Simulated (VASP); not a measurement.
# Rh (Fm-3m) in VASP: a series of runs

One crystal, Rh, is run at these levels: LDA; tasks: relaxation of the atoms.

Everything below comes from runs of VASP 6.6.1. Logs are shortened: lines on timing, memory, paths and dates and some standing lists are left out, and cuts for length are marked.

**1. The structure**

It takes space group Fm-3m (No. 225, cubic). The conventional cell has a = 3.757 Å, b = 3.757 Å, c = 3.757 Å, α = 90.00°, β = 90.00°, γ = 90.00°. Around Rh (site symmetry m-3m) lie 12 Rh at 2.66 Å.

**2. Relaxation of the atoms, LDA (a relaxed cell with its volume scaled by 0.96)**

Input file INCAR:

```
ALGO = Fast
EDIFF = 1E-7
EDIFFG = -0.01
ENCUT = 600
GGA = CA
IBRION = 2
ISIF = 2
ISMEAR = 1
LASPH = True
LCHARG = False
LREAL = False
LWAVE = False
NELM = 80
NSW = 40
PREC = Accurate
SIGMA = 0.1
```

Input file KPOINTS:

```
k-points
0
Gamma
  16 16 16
```

Input file POSCAR:

```
Rh                                      
1.0
    0.0000000000      1.8531085729      1.8531085729
    1.8531085729      0.0000000000      1.8531085729
    1.8531085729      1.8531085729      0.0000000000
  Rh            
     1
Direct
     0.0000000000000000    0.0000000000000000    0.0000000000000000
```

Potentials or basis: VASP PAW LDA potentials, release 64 (Rh_pv).

Command:

```sh
> cat potpaw_LDA.64/Rh_pv/POTCAR > POTCAR
> mpirun -np 1 vasp_std > vasp.out
```

OUTCAR:

```text
EDIFF = 1E-7
   EDIFFG = -0.01
   ENCUT = 600
   GGA = CA
   IBRION = 2
   ISIF = 2
   ISMEAR = 1
   LASPH = True
   LREAL = False
   NELM = 80
   NSW = 40
   PREC = Accurate

 ion  position               nearest neighbor table
   1  0.000  0.000  0.000-

  LATTYP: Found a face centered cubic cell.
 ALAT       =     3.7062171458

  Lattice vectors:

 A1 = (   0.0000000000,   1.8531085729,   1.8531085729)
 A2 = (   1.8531085729,   0.0000000000,   1.8531085729)
 A3 = (   1.8531085729,   1.8531085729,   0.0000000000)

Analysis of symmetry for initial positions (statically):
=====================================================================
 Subroutine PRICEL returns:
 Original cell was already a primitive cell.

 Routine SETGRP: Setting up the symmetry group for a
 face centered cubic supercell.

 Subroutine GETGRP returns: Found 48 space group operations
 (whereof 48 operations were pure point group operations)
 out of a pool of 48 trial point group operations.

The static configuration has the point symmetry O_h .

Analysis of symmetry for dynamics (positions and initial velocities):
=====================================================================
 Subroutine PRICEL returns:
 Original cell was already a primitive cell.

 Routine SETGRP: Setting up the symmetry group for a
 face centered cubic supercell.

 Subroutine GETGRP returns: Found 48 space group operations
 (whereof 48 operations were pure point group operations)
 out of a pool of 48 trial point group operations.

The dynamic configuration has the point symmetry O_h .

 Subroutine INISYM returns: Found 48 space group operations
 (whereof 48 operations are pure point group operations),
 and found     1 'primitive' translations

----------------------------------------------------------------------------------------

                                     Primitive cell

  volume of cell :      12.7272

  direct lattice vectors                    reciprocal lattice vectors
     0.000000000  1.853108573  1.853108573    -0.269816894  0.269816894  0.269816894
     1.853108573  0.000000000  1.853108573     0.269816894 -0.269816894  0.269816894
     1.853108573  1.853108573  0.000000000     0.269816894  0.269816894 -0.269816894

  length of vectors
     2.620691276  2.620691276  2.620691276     0.467336570  0.467336570  0.467336570

  position of ions in fractional coordinates (direct lattice)
     0.000000000  0.000000000  0.000000000

  ion indices of the primitive-cell ions
   primitive index   ion index
                 1           1

----------------------------------------------------------------------------------------

 KPOINTS: k-points

Automatic generation of k-mesh.
 Grid dimensions read from file:
 generate k-points for:   16   16   16

 Generating k-lattice:

  Cartesian coordinates                     Fractional coordinates (reciprocal lattice)
    -0.016863556  0.016863556  0.016863556     0.062500000  0.000000000  0.000000000
     0.016863556 -0.016863556  0.016863556     0.000000000  0.062500000  0.000000000
     0.016863556  0.016863556 -0.016863556     0.000000000  0.000000000  0.062500000

  Length of vectors
     0.029208536  0.029208536  0.029208536

  Shift w.r.t. Gamma in fractional coordinates (k-lattice)
     0.000000000  0.000000000  0.000000000

 Subroutine IBZKPT returns following result:
 ===========================================

 Found    145 irreducible k-points:

 Following reciprocal coordinates:
            Coordinates               Weight
  0.000000  0.000000  0.000000      1.000000
  0.062500  0.000000  0.000000      8.000000
  0.125000  0.000000  0.000000      8.000000
  0.187500  0.000000  0.000000      8.000000
  0.250000  0.000000  0.000000      8.000000
  0.312500  0.000000  0.000000      8.000000
[... 16 lines left out ...]
 -0.125000  0.062500  0.000000     24.000000
 -0.062500  0.062500  0.000000     12.000000
 [... further k-points ...]
   k-points           NKPTS =    145   k-points in BZ     NKDIM =    145   number of bands    NBANDS=     11
   number of dos      NEDOS =    301   number of ions     NIONS =      1
   total plane-waves  NPLWV =  13824
   dimension x,y,z NGX =    24 NGY =   24 NGZ =   24
   dimension x,y,z NGXF=    48 NGYF=   48 NGZF=   48
   ions per type =               1
   NGX,Y,Z   is equivalent  to a cutoff of  15.22, 15.22, 15.22 a.u.
   NGXF,Y,Z  is equivalent  to a cutoff of  30.45, 30.45, 30.45 a.u.
 SYSTEM =  unknown system
   PREC   = accura    normal or accurate (medium, high low for compatibility)
   ISTART =      0    job   : 0-new  1-cont  2-samecut
   ICHARG =      2    charge: 1-file 2-atom 10-const
   ISPIN  =      1    spin polarized calculation?
   LNONCOLLINEAR =      F non collinear calculations
   LSORBIT =      F    spin-orbit coupling
   LASPH  =      T    aspherical Exc in radial PAW
   ENCUT  =  600.0 eV  44.10 Ry    6.64 a.u.   5.23  5.23  5.23*2*pi/ulx,y,z
   NELM   =     80;   NELMIN=  2; NELMDL= -5     # of ELM steps
   EDIFF  = 0.1E-06   stopping-criterion for ELM
   LREAL  =      F    real-space projection
   EDIFFG = -.1E-01   stopping-criterion for IOM
   NSW    =     40    number of steps for IOM
   IBRION =      2    ionic relax: 0-MD 1-quasi-New 2-CG
   NFREE  =      1    steps in history (QN), initial steepest desc. (CG)
   ISIF   =      2    stress and relaxation
   ISYM   =      2    0-nonsym 1-usesym 2-fastsym
   POTIM  = 0.5000    time-step for ionic-motion
   TEBEG  =    0.0;   TEEND  =   0.0 temperature during run
   PSTRESS=    0.0 pullay stress
   NELECT =      15.0000    total number of electrons
   NUPDOWN=      -1.0000    fix difference up-down
   EMIN   =  10.00;   EMAX   =-10.00  energy-range for DOS
   EFERMI =   0.00;   METHOD = LEGACY
   ISMEAR =     1;   SIGMA  =   0.10  broadening in eV -4-tet -1-fermi 0-gaus
   EFERMI_NEDOS =   21; number of points for ismear=-14 and -15
   IALGO  =     68    algorithm
   IMIX   =      4    mixing-type and parameters
     AMIX     =   0.40;   BMIX     =  1.00
     AMIX_MAG =   1.60;   BMIX_MAG =  1.00
  volume/ion in A,a.u.               =      12.73        85.89
  Fermi-wavevector in a.u.,A,eV,Ry     =   1.729263  3.267833 40.686190  2.990351
  Thomas-Fermi vector in A             =   2.804041
   LORBIT       =      0    0 simple, 1 ext, 2 COOP (PROOUT), +10 PAW based schemes
   GGA     = CA    functional components
   LHFCALC =     F    Hartree Fock is set to
   AEXX    =    0.0000 exact exchange contribution
   IVDW    =     0    specifies the selected vdW correction
   LEPSILON=     F    determine dielectric tensor
   LRPA    =     F    only Hartree local field effects (RPA)
 conjugate gradient relaxation of ions
 non-spin polarized calculation
 RMM-DIIS sequential band-by-band and
 Methfessel and Paxton  Order N= 1 SIGMA  =   0.10
  energy-cutoff  :      600.00
  volume of cell :       12.73
 maximum number of plane-waves:       444
 NGX is ok and might be reduce to    24
   NGX = 11   NGY = 11   NGZ = 11

 number of electron      14.9999998 magnetization

 Free energy of the ion-electron system (eV)
  ---------------------------------------------------
  ext. energy  EPLUGINS =         0.00000000
  ---------------------------------------------------
  free energy    TOTEN  =        -8.65875576 eV

  energy without entropy =       -8.65848694  energy(sigma->0) =       -8.65866615

 E-fermi :  13.1862     XC(G=0): -14.8483

 val. band max:       13.1836229914   @ k =  -0.3750   0.2500   0.0000
 cond. band min:      13.1954027190   @ k =   0.3125   0.2500   0.0000
 fundamental gap:      0.0117797276
 Fermi energy:        13.1861588963

 k-point     1 :       0.0000    0.0000    0.0000
  band No.  band energies     occupation
      1     -33.0965      2.00000
      2     -33.0965      2.00000
      3     -33.0965      2.00000
      4       4.5920      2.00000
      5       9.6980      2.00000
      6       9.6980      2.00000
      7       9.6980      2.00000
      8      12.0971      2.00000
      9      12.0971      2.00000
     10      29.0506      0.00000
     11      34.9071      0.00000

 k-point     2 :       0.0625    0.0000    0.0000
  band No.  band energies     occupation
      1     -33.1352      2.00000
      2     -33.1016      2.00000
      3     -33.1016      2.00000
      4       4.7622      2.00000
      5       9.6180      2.00000
      6       9.7670      2.00000
      7       9.7670      2.00000
      8      12.0560      2.00000
      9      12.0560      2.00000
     10      29.3168      0.00000
     11      34.0615      0.00000

 k-point     3 :       0.1250    0.0000    0.0000
  band No.  band energies     occupation
      1     -33.2444      2.00000
      2     -33.1161      2.00000
      3     -33.1161      2.00000
      4       5.2403      2.00000
      5       9.4319      2.00000
      6       9.9396      2.00000
      7       9.9396      2.00000
      8      11.9768      2.00000
      9      11.9768      2.00000
     10      30.0182      0.00000
     11      32.3607      0.00000

 k-point     4 :       0.1875    0.0000    0.0000
  band No.  band energies     occupation
      1     -33.4057      2.00000
      2     -33.1377      2.00000
      3     -33.1377      2.00000
      4       5.8987      2.00000
      5       9.3130      2.00000
      6      10.1008      2.00000
      7      10.1008      2.00000
      8      11.9943      2.00000
      9      11.9943      2.00000
     10      30.5542      0.00000
     11      30.8141      0.00000
[... 239 lines left out ...]
 k-point    22 :      -0.1875    0.0625    0.0000
  band No.  band energies     occupation
      1     -33.4745      2.00000
      2     -33.1824      2.00000
      3     -33.1357      2.00000
      4       6.2543      2.00000
      5       9.1743      2.00000
      6      10.1743      2.00000
      7      10.2223      2.00000
      8      11.6777      2.00000
      9      12.4680      2.00000
     10      30.0541      0.00000
     11      31.1633      0.00000

 k-point    23 :      -0.1250    0.0625    0.0000
  band No.  band energies     occupation
      1     -33.3090      2.00000
      2     -33.1526      2.00000
      3     -33.1154      2.00000
      4       5.5902      2.00000
      5       9.2522      2.00000
      6      10.0630      2.00000
      7      10.1013      2.00000
      8      11.6915      2.00000
      9      12.2082      2.00000
     10      30.5002      0.00000
     11      31.7463      0.00000

 k-point    24 :      -0.0625    0.0625    0.0000
  band No.  band energies     occupation
      1     -33.1893      2.00000
      2     -33.1242      2.00000
      3     -33.1034      2.00000
      4       5.0369      2.00000
      5       9.4687      2.00000
      6       9.8613      2.00000
      7       9.9171      2.00000
      8      11.8776      2.00000
      9      12.1228      2.00000
     10      29.7346      0.00000
     11      33.2308      0.00000

 [... further k-points ...]

------------------------ aborting loop because EDIFF is reached ----------------------------------------

  FORCE on cell =-STRESS in cart. coord.  units (eV):
  Direction    XX          YY          ZZ          XY          YZ          ZX
  --------------------------------------------------------------------------------------
  -------------------------------------------------------------------------------------
  Total        1.1361618      1.1361618      1.1361618     -0.0000000      0.0000000     -0.0000000
  in kB      143.0270417    143.0270417    143.0270417     -0.0000000      0.0000000     -0.0000000
  external PRESSURE =     143.0270417 kB  Pullay stress =       0.0000000 kB

 VOLUME and BASIS-vectors are now :
 -----------------------------------------------------------------------------
  energy-cutoff  :      600.00
  volume of cell :       12.73
      direct lattice vectors                 reciprocal lattice vectors
     0.000000000  1.853108573  1.853108573    -0.269816894  0.269816894  0.269816894
     1.853108573  0.000000000  1.853108573     0.269816894 -0.269816894  0.269816894
     1.853108573  1.853108573  0.000000000     0.269816894  0.269816894 -0.269816894

 POSITION                                       TOTAL-FORCE (eV/Angst)
 -----------------------------------------------------------------------------------
      0.00000      0.00000      0.00000        -0.000000      0.000000      0.000000
 -----------------------------------------------------------------------------------
    total drift:                               -0.000000     -0.000000     -0.000000

  FREE ENERGIE OF THE ION-ELECTRON SYSTEM (eV)
  ---------------------------------------------------
  free  energy   TOTEN  =        -8.6587557566 eV

  energy  without entropy=       -8.6584869384  energy(sigma->0) =       -8.65866615

 reached required accuracy - stopping structural energy minimisation
```

Wall time 10 s (1 thread of Intel Xeon 6975P-C (Granite Rapids), shared host); peak memory 0.14 GiB.

What came out:

| Quantity | Value |
| --- | --- |
| Free energy | -8.6588 eV |
| Pressure after relaxing | 14.3 GPa |
| Band gap on the k mesh | none (metal or under the smearing width) |

Final structure:
```cif
data_structure
_symmetry_space_group_name_H-M 'P 1'
_symmetry_Int_Tables_number 1
_cell_length_a 2.6207
_cell_length_b 2.6207
_cell_length_c 2.6207
_cell_angle_alpha 60.000
_cell_angle_beta 60.000
_cell_angle_gamma 60.000
_cell_volume 12.73
loop_
_atom_site_label
_atom_site_type_symbol
_atom_site_fract_x
_atom_site_fract_y
_atom_site_fract_z
_atom_site_occupancy
Rh1 Rh 0.00000 0.00000 0.00000 1
```

Levels at points of the mesh, in eV from the Fermi level:
```
           k point  band 4  band 5  band 6  band 7  band 8  band 9  band 10  band 11
(0.00, 0.00, 0.00)   -8.59   -3.49   -3.49   -3.49   -1.09   -1.09    15.86    21.72
(0.50, 0.00, 0.00)   -6.83   -3.57   -3.57    0.63    0.69    0.69     9.44    15.42
(0.50, 0.50, 0.00)   -7.10   -6.71    0.67    1.16    1.16    3.33    13.68    13.68
```

Caveat: the relaxation stopped at its first step, so nothing moved.

**3. Relaxation of the atoms, LDA (a relaxed cell with its volume scaled by 0.98)**

INCAR is that of step 2.

KPOINTS is that of step 2.

Input file POSCAR:

```
Rh                                      
1.0
    0.0000000000      1.8658890359      1.8658890359
    1.8658890359      0.0000000000      1.8658890359
    1.8658890359      1.8658890359      0.0000000000
  Rh            
     1
Direct
     0.0000000000000000    0.0000000000000000    0.0000000000000000
```

Potentials or basis: VASP PAW LDA potentials, release 64 (Rh_pv).

Command:

```sh
> cat potpaw_LDA.64/Rh_pv/POTCAR > POTCAR
> mpirun -np 1 vasp_std > vasp.out
```

Wall time 12 s (1 thread of Intel Xeon 6975P-C (Granite Rapids), shared host); peak memory 0.14 GiB.

The run converged. Its results:

- Free energy: -8.6765 eV
- Pressure after relaxing: 6.7 GPa
- Band gap on the k mesh: none (metal or under the smearing width)

Final structure:
```
Rh
1.0
     0.00000    1.86589    1.86589
     1.86589    0.00000    1.86589
     1.86589    1.86589    0.00000
Rh
1
Direct
  0.00000 0.00000 0.00000
```

Levels at points of the mesh, in eV from the Fermi level:
```
           k point  band 4  band 5  band 6  band 7  band 8  band 9  band 10  band 11
(0.00, 0.00, 0.00)   -8.44   -3.38   -3.38   -3.38   -1.06   -1.06    15.90    21.63
(0.50, 0.00, 0.00)   -6.65   -3.46   -3.46    0.65    0.66    0.66     9.21    15.44
(0.50, 0.50, 0.00)   -6.89   -6.51    0.64    1.11    1.11    3.30    13.55    13.55
```

Caveat: the relaxation stopped at its first step, so nothing moved.

**4. Relaxation of the atoms, LDA**

INCAR is that of step 3.

KPOINTS is that of step 3.

Input file POSCAR:

```
Rh                                      
1.0
    0.0000000000      1.8784967767      1.8784967767
    1.8784967767      0.0000000000      1.8784967767
    1.8784967767      1.8784967767      0.0000000000
  Rh            
     1
Direct
     0.0000000000000000    0.0000000000000000    0.0000000000000000
```

Command:

```sh
> cat potpaw_LDA.64/Rh_pv/POTCAR > POTCAR
> mpirun -np 1 vasp_std > vasp.out
```

Wall time 13 s (1 thread of Intel Xeon 6975P-C (Granite Rapids), shared host); peak memory 0.15 GiB.

Results (log left out):

| Property | Result |
| --- | --- |
| Free energy | -8.6823 eV |
| Pressure after relaxing | 0.0 GPa |
| Band gap on the k mesh | none (metal or under the smearing width) |

Final structure:
```xyz
1
Lattice="0.0000 1.8785 1.8785 1.8785 0.0000 1.8785 1.8785 1.8785 0.0000" Properties=species:S:1:pos:R:3 pbc="T T T"
Rh    0.0000    0.0000    0.0000
```

Levels at points of the mesh, in eV from the Fermi level:
| k point | band 5 | band 6 | band 7 | band 8 | band 9 | band 10 |
| --- | --- | --- | --- | --- | --- | --- |
| (0.00, 0.00, 0.00) | -3.28 | -3.28 | -3.28 | -1.02 | -1.02 | 15.92 |
| (0.50, 0.00, 0.00) | -3.35 | -3.35 | 0.64 | 0.64 | 0.67 | 8.98 |
| (0.50, 0.50, 0.00) | -6.31 | 0.62 | 1.07 | 1.07 | 3.26 | 12.73 |

Caveat: the relaxation stopped at its first step, so nothing moved.

**5. Relaxation of the atoms, LDA (a relaxed cell with its volume scaled by 1.02)**

INCAR is that of step 4.

KPOINTS is that of step 4.

Input file POSCAR:

```
Rh                                      
1.0
    0.0000000000      1.8909375153      1.8909375153
    1.8909375153      0.0000000000      1.8909375153
    1.8909375153      1.8909375153      0.0000000000
  Rh            
     1
Direct
     0.0000000000000000    0.0000000000000000    0.0000000000000000
```

Command:

```sh
> cat potpaw_LDA.64/Rh_pv/POTCAR > POTCAR
> mpirun -np 1 vasp_std > vasp.out
```

Wall time 10 s (1 thread of Intel Xeon 6975P-C (Granite Rapids), shared host); peak memory 0.14 GiB.

It converged, with:

| Item | Value |
| --- | --- |
| Free energy | -8.6777 eV |
| Pressure after relaxing | -5.9 GPa |
| Band gap on the k mesh | none (metal or under the smearing width) |

Final structure:
```
CELL_PARAMETERS angstrom
0.00000 1.89094 1.89094
1.89094 0.00000 1.89094
1.89094 1.89094 0.00000
ATOMIC_POSITIONS crystal
Rh 0.00000 0.00000 0.00000
```

Levels at points of the mesh, in eV from the Fermi level:
```csv
k point,band 4,band 5,band 6,band 7,band 8,band 9,band 10,band 11
"(0.00, 0.00, 0.00)",-8.14,-3.18,-3.18,-3.18,-0.99,-0.99,15.95,21.45
"(0.50, 0.00, 0.00)",-6.30,-3.25,-3.25,0.61,0.61,0.69,8.77,15.47
"(0.50, 0.50, 0.00)",-6.49,-6.13,0.60,1.04,1.04,3.23,12.47,13.32
```

Caveat: the relaxation stopped at its first step, so nothing moved.

**6. Overview**

```tsv
cell	gap on the mesh (eV)	pressure (GPa)
atoms relaxed from: a relaxed cell with its volume scaled by 0.96	none	14.3
atoms relaxed from: a relaxed cell with its volume scaled by 0.98	none	6.7
atoms relaxed	none	0.0
atoms relaxed from: a relaxed cell with its volume scaled by 1.02	none	-5.9
```

Alike in all rows: task relaxation of the atoms; level LDA; potentials or basis VASP PAW LDA potentials, release 64 (Rh_pv); no spin polarisation; k mesh 16 × 16 × 16; cutoff (eV) 600; smearing methfessel-paxton 0.1 eV.

Caveats: the relaxation stopped at its first step, so nothing moved.

Absolute energies hang on the potentials; compare differences alone.
